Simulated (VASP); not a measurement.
**SnTe: equation of state with LDA**

Crystal: SnTe.

```
Te Sn
1.0
     0.00000    3.11911    3.11911
     3.11911    0.00000    3.11911
     3.11911    3.11911    0.00000
Te Sn
1 1
Direct
  0.50000 0.50000 0.50000
  0.00000 0.00000 0.00000
```

```yaml
Program: VASP 6.6.1
Task: equation of state
Functional: LDA
Potentials_or_basis: VASP PAW LDA potentials, release 64 (Te, Sn_d)
Cutoff: 520 eV
k_mesh: 6 × 6 × 6
Occupations: gaussian, width 0.02 eV
Spin: no spin polarisation
Ladder: gaps
Further_INCAR_settings: ALGO = Normal; EDIFF = 1e-06
```

```yaml
Equilibrium_volume: 30.35 Å³/atom
Bulk_modulus: 52 GPa
Pressure_derivative_of_the_bulk_modulus: "4.6 (rough: it moves with the points fitted)"
```

Energy against volume, from the lowest point:
| volume (Å³/atom) | energy (meV/atom) |
| --- | --- |
| 29.132 | 8.58 |
| 29.738 | 2.07 |
| 30.345 | 0.00 |
| 30.952 | 1.90 |
| 31.559 | 7.36 |

All runs of the series together: 31 s on 1 thread of Intel(R) Xeon(R) Platinum 8559C (Emerald Rapids), on a shared host.

The run has no spin-orbit coupling, so splittings on Te are missing.
